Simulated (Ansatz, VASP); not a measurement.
Given: the input of a run of VASP 6.6.1 on Ge.

INCAR

```
SYSTEM = Ge
PREC     = Accurate       ! precision mode
ENCUT    = 520            ! plane-wave cutoff, eV
EDIFF    = 1E-6           ! SCF threshold, eV
ISMEAR   = 0              ! smearing method
SIGMA    = 0.012          ! smearing width, eV
LREAL    = .FALSE.        ! projectors in reciprocal space
LASPH    = .TRUE.         ! aspherical terms in the spheres
NELM     = 80             ! most SCF steps
ALGO     = Normal         ! electronic algorithm
ISIF     = 2              ! what is computed and relaxed
LWAVE    = .FALSE.        ! write WAVECAR
LCHARG   = .TRUE.         ! write CHGCAR
GGA      = PE             ! functional
LELF     = .TRUE.         ! ELF
LVHAR    = .TRUE.       
NBANDS   = 21             ! bands
```

Contents of KPOINTS:

```
regular mesh
0
G
  10 10 6
  0 0 0
```

The input POSCAR:

```
Ge
1.0
    1.4880529250     -2.5946896100      0.0000000000
    1.4880529250      2.5946896100      0.0000000000
    0.0000000000      0.0000000000      4.7275957900
Ge
2
Direct
    0.3334466300      0.6665533700      0.2500000000
    0.6665533700      0.3334466300      0.7500000000
```

Potentials or basis: VASP PAW PBE potentials, release 64 (Ge_d).

Command:

```sh
$ cat potpaw_PBE.64/Ge_d/POTCAR > POTCAR
$ mpirun -np 1 vasp_std > vasp.out
```

Problem. Translate it to Ansatz 0.2.0. Potentials there: Ansatz PAW.

Solution. As run (the cutoff follows the program's own potentials):

The input input.yaml:

```yaml
crystal:
  lattice:
    - [1.488052925, -2.59468961, 0.0]
    - [1.488052925, 2.59468961, 0.0]
    - [0.0, 0.0, 4.72759579]
  atoms:
    - { symbol: Ge, position: [0.33344663, 0.66655337, 0.25] }
    - { symbol: Ge, position: [0.66655337, 0.33344663, 0.75] }
hamiltonian:
  xc: pbe
  pseudopotentials: { kind: paw }
kpoints:
  mp_grid: { grid: [10, 10, 6] }
scf:
  occupations: { method: gaussian, width: 0.012 }
output:
  forces: true
  stress: true
  eigenvalues: true
```

Potentials or basis: Ansatz PAW.

Launch:

```bash
$ ansatz run input.yaml --threads 2 --pin off --max-ram 5632MiB --backend cpu --events-out ev --progress --plain --runs-dir out
```

Both were run:

|  | VASP | Ansatz | Ansatz less VASP |
| --- | --- | --- | --- |
| gap on the k mesh at the Fermi level (eV) | none | none | - |
| pressure (GPa) | 4.4 | 4.3 | -0.03 |
| largest component of the traceless stress (GPa) | 1.19 | 1.19 | +0.002 |
| rms of the force components (eV/Å) | 0.010 | 0.010 | +0.0001 |

Atom by atom the forces differ by 0.000 eV/Å (rms over components). A gap of «none» marks a metal or a gap that the smearing closes.
